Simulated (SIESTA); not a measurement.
Write an ASE script for SIESTA 5.4.2 that does the following.

```
Task                : electrostatic potential
Functional          : PBEsol
Potentials or basis : PseudoDojo 0.4 standard (PBEsol files)
Basis               : SZP (energy shift 0.003 Ry)
Grid cutoff         : 800 Ry
Energy shift        : 0.003 Ry
k mesh              : 5 × 5 × 1
Occupations         : fermi-dirac, width 0.05 eV
Spin                : no spin polarisation
dipole correction   : yes
```

The structure of MgTe lies in POSCAR:

```
MgTe
1.0
    4.5707365700      0.0000000000      0.0000000000
   -2.2853682900      3.9583739800      0.0000000000
    0.0000000000      0.0000000000     23.3969792600
Te Mg Te Mg Te Mg
1 1 1 1 1 1
Direct
    0.0000000000      0.0000000000      0.3205540000
    0.3333330000      0.6666670000      0.3604310000
    0.3333330000      0.6666670000      0.4800620000
    0.6666670000      0.3333330000      0.5127650000
    0.6666660000      0.3333340000      0.6414620000
    0.0000010000     -0.0000010000      0.6749840000
```

The cell isn't the ideal one: relaxed by the run before.

One way to write it, as run:

run.py

```python
from ase.io import read
from ase.calculators.siesta import Siesta
from ase.units import Ry, GPa

atoms = read("POSCAR")

fdf = {
    'SCFMustConverge': False,
    'OccupationFunction': 'FD',
    'ElectronicTemperature': '0.05 eV',
    'Slab.DipoleCorrection': 'vacuum',
    'MaxSCFIterations': '120',
    'SCF.Mixer.Method': 'Pulay',
    'SCF.Mixer.Weight': '0.25',
    'SCF.Mixer.History': '8',
    'SCF.DM.Tolerance': '5.0e-05',
    'SCF.H.Tolerance': '1.0e-03 eV',
    'WriteForces': 'true',
    'Charge.Mulliken': 'end',
    'Charge.Hirshfeld': 'end',
    'Charge.Voronoi': 'end',
    'SaveRho': 'true',
    'SaveElectrostaticPotential': 'true',
    'SaveTotalPotential': 'true',
    'SaveDeltaRho': 'true',
}
calc = Siesta(
    label="MgTe",
    command="siesta < PREFIX.fdf > PREFIX.out",
    pseudo_path="pseudos",
    pseudo_qualifier="",
    xc=('GGA', 'PBEsol'),
    basis_set="SZP",
    mesh_cutoff=800 * Ry,
    energy_shift=0.003 * Ry,
    kpts=[5, 5, 1],
    spin="non-polarized",
    fdf_arguments=fdf,
)
atoms.calc = calc

print(f"energy = {atoms.get_potential_energy():.6f} eV")
free = atoms.get_potential_energy(force_consistent=True)
print(f"free energy = {free:.6f} eV")
print("forces (eV/A):")
print(atoms.get_forces(apply_constraint=False).round(6))
print("stress (GPa, Voigt order, tension positive):", (atoms.get_stress() / GPa).round(4))
```

Potentials or basis: PseudoDojo 0.4 standard (PBEsol files), SZP (energy shift 0.003 Ry).

Command:

```bash
$ python run.py
```

Results of the run:

```yaml
Largest_force: 0.612 eV/Å
Band_gap_on_the_k_mesh: none (metal or under the smearing width)
Hirshfeld_charges: Te -0.27, -0.25; Mg +0.24, +0.27, +0.28 e
Voronoi_charges: Te -0.32, -0.33, -0.35; Mg +0.31, +0.35, +0.34 e
Work_function: 3.85 eV
```

Caveat: Mulliken charges of long-ranged orbitals can have an unphysical sign; the basis of atomic orbitals isn't converged, which shifts pressures, moduli and gaps.

Wall time 91 s on 1 thread of Arm Neoverse V1, on a shared host, peak memory 0.55 GiB.
